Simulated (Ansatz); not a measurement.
# Platinum, beta-Sn type under RPBE: ground state and equation of state

Aim: take platinum in the beta-Sn type structure, relax it, solve it on a dense k-mesh, then scale the cell to 7 volumes from 88 to 112 % of the relaxed one and try a fit of the equation of state. Spin polarisation is left out. The k-meshes are 13×13×9 for the relaxation; 20×20×14 for the dense run; 14×14×10 for the volumes.

Method: DFT RPBE, plane waves (420 eV) with PAW, scalar-relativistic; PBE-made PAW files, in Ansatz 0.2.0.

## (1) The structure to begin with

The structure is tetragonal, space group I4_1/amd (No. 141). The conventional cell has a = 4.879 Å, b = 4.879 Å, c = 2.664 Å, α = 90.00°, β = 90.00°, γ = 90.00°. Around Pt (site symmetry -4m2) lie 6 Pt at 2.53 to 2.66 Å.

Coordinates:

```
CELL_PARAMETERS angstrom
-2.43930 2.43930 1.33186
2.43930 -2.43930 1.33186
2.43930 2.43930 -1.33186
ATOMIC_POSITIONS crystal
Pt 0.00000 0.00000 0.00000
Pt 0.75000 0.25000 0.50000
```

## (2) Geometry optimisation

Input file input.yaml:

```yaml
crystal:
  lattice:
    - [-2.4392984224, 2.4392984224, 1.3318569387]
    - [2.4392984224, -2.4392984224, 1.3318569387]
    - [2.4392984224, 2.4392984224, -1.3318569387]
  atoms:
    - { symbol: Pt, position: [0.0, 0.0, 0.0] }
    - { symbol: Pt, position: [0.75, 0.25, 0.5] }
hamiltonian:
  xc: rpbe
  pseudopotentials:
    kind: paw
    azcp:
      Pt: "pseudopotentials/Pt.paw.azcp"
basis:
  ecutwfc: 420
  fft_grid_basis: typed
kpoints:
  mp_grid: { grid: [13, 13, 9], shift: [0, 0, 0] }
magnetization:
  spin_polarized: false
scf:
  occupations: { method: fermi_dirac, width: 0.1 }
relax:
  max_steps: 60
  f_tol: 0.01
  cell: {}
```

Started as:

```sh
$ ansatz run input.yaml --threads 2 --pin off --max-ram 5120MiB --backend cpu --events-out ev --progress --plain --runs-dir out
```

The runs that follow: Single point on a dense mesh; Volume × 0.88; Volume × 0.92; Volume × 0.96; Volume × 1.0; Volume × 1.04; Volume × 1.08; Volume × 1.12.

What does the calculation give? Wanted: space group; conventional cell; volume; shortest distance; gap on the mesh; relative to fcc; V₀, B₀, B₀′.

The runs gave:

| quantity | value |
| --- | --- |
| space group (spins left aside) | Cmcm (No. 63) |
| conventional cell | a = 2.744 Å, b = 6.608 Å, c = 3.755 Å |
| volume | 17.020 Å³/atom |
| shortest distance | 2.645 Å |
| gap on the mesh | none (levels filled in part) |
| relative to fcc | +141 meV/atom |
| V₀, B₀, B₀′ | 16.991 Å³/atom, 204 GPa, 5.5 |

The relaxation enlarged the cell by 7.4 % in volume. The cell has left its prototype: it ends as Cmcm. What follows belongs to that structure, not to the type named at the start. The mesh has less symmetry than the lattice, which may have let the distortion in. It lies 141 meV/atom above the element's reference form at the same level (fcc, from a run of its own). No gap shows: it is a metal or semimetal at this level. The fitted modulus is 204 GPa; letting shape and positions relax at each volume could only lower it.
